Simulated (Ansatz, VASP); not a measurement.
# HfO2: VASP beside Ansatz

```xyz
6
Lattice="3.6043 0.0000 0.0000 0.0000 3.6043 0.0000 0.0000 0.0000 5.2640" Properties=species:S:1:pos:R:3 pbc="T T T"
Hf    1.8022    1.8022    2.6320
Hf    0.0000    0.0000    0.0000
O     0.0000    1.8022    3.6493
O     1.8022    0.0000    4.2467
O     1.8022    0.0000    1.6147
O     0.0000    1.8022    1.0173
```

Measurements of this composition are mostly on another form, of space group No. 14.

Alike in both runs: functional PBE; k mesh 6 × 6 × 4; occupations gaussian, width 0.02 eV; no spin polarisation.

Ansatz relaxed the structure, and its values are those at the end. VASP's run is a single point on that final structure, the one shown.

|  | VASP | Ansatz |
| --- | --- | --- |
| version | VASP 6.6.1 | Ansatz 0.2.0 |
| potentials or method | VASP PAW PBE potentials, release 64 (Hf_pv, O) | scalar-relativistic, plane waves, PAW |
| plane-wave cutoff (eV) | 520 | 420 |
| valence electrons in the cell | 44 | 76 |

|  | VASP | Ansatz | Ansatz less VASP |
| --- | --- | --- | --- |
| gap on the k mesh at the Fermi level (eV) | 4.65 | 4.67 | +0.022 |
| least direct gap on the mesh (eV) | 4.72 | 4.73 | +0.016 |
| pressure (GPa) | -3.1 | 0.0 | +3.14 |
| rms of the force components (eV/Å) | 0.023 | 0.000 | -0.0232 |

One of these differences is far larger than is usual between the two programs; its cause wasn't traced. The functional is the same, so the differences come from potentials, cutoffs and numerics. The two sets of potentials don't hold the same shells in valence.

Caveats: spin-orbit coupling is left out, which moves the levels of the heavy elements. A k mesh can miss the band edges.
